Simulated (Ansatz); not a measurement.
KBr, h-MgO type was relaxed with 5 functionals in Ansatz, cell and atoms free, the symmetry of the start kept (meshes: PBE 6×6×4, r2SCAN 6×6×4, PBEsol 6×6×4, LDA 6×6×4, HSE06 6×6×2). Spin-unpolarised throughout. Whether this structure exists isn't addressed.

The PBE result:
```cif
data_structure
_symmetry_space_group_name_H-M 'P6_3/mmc'
_symmetry_Int_Tables_number 194
_cell_length_a 5.6716
_cell_length_b 5.6716
_cell_length_c 6.6514
_cell_angle_alpha 90.000
_cell_angle_beta 90.000
_cell_angle_gamma 120.000
_cell_volume 185.30
loop_
_atom_site_label
_atom_site_type_symbol
_atom_site_symmetry_multiplicity
_atom_site_Wyckoff_symbol
_atom_site_fract_x
_atom_site_fract_y
_atom_site_fract_z
_atom_site_occupancy
K1 K 2 c 0.33333 0.66667 0.25000 1
Br1 Br 2 d 0.66667 0.33333 0.25000 1
```

It is hexagonal, P6_3/mmc (No. 194); a = 5.672 Å, c = 6.651 Å in the conventional setting, 46.32 Å³ an atom. K is surrounded by 5 Br at 3.27–3.33 Å; Br is surrounded by 5 K at 3.27–3.33 Å.

**Question.** Order the functionals by the relaxed volume, smallest first.
A. r2SCAN
B. PBE
C. HSE06
D. LDA
E. PBEsol

**Answer.** D (40.28 Å³/atom), E (43.64 Å³/atom), A (44.78 Å³/atom), C (45.71 Å³/atom), B (46.32 Å³/atom).

**Question.** How does the cell change with PBEsol?

**Answer.** a = 5.571 Å, c = 6.495 Å; the volume differs by -5.8 % from PBE's. K is surrounded by 5 Br at 3.22–3.25 Å; Br is surrounded by 5 K at 3.22–3.25 Å.

**Question.** What lattice does r2SCAN give?

**Answer.** a = 5.618 Å, c = 6.554 Å; the volume differs by -3.3 % from PBE's. K has 5 Br at 3.24–3.28 Å; Br has 5 K at 3.24–3.28 Å.

**Question.** Held at the r2SCAN cell, what mean stress do LDA and PBE find, and does its sign point to their own minimum?

**Answer.** Yes. LDA -1.24 GPa, and its relaxed volume is -10.1 % from r2SCAN's; PBE +0.39 GPa, and its relaxed volume is +3.4 % from r2SCAN's. Compression counts positive, so a positive stress asks for a larger cell.
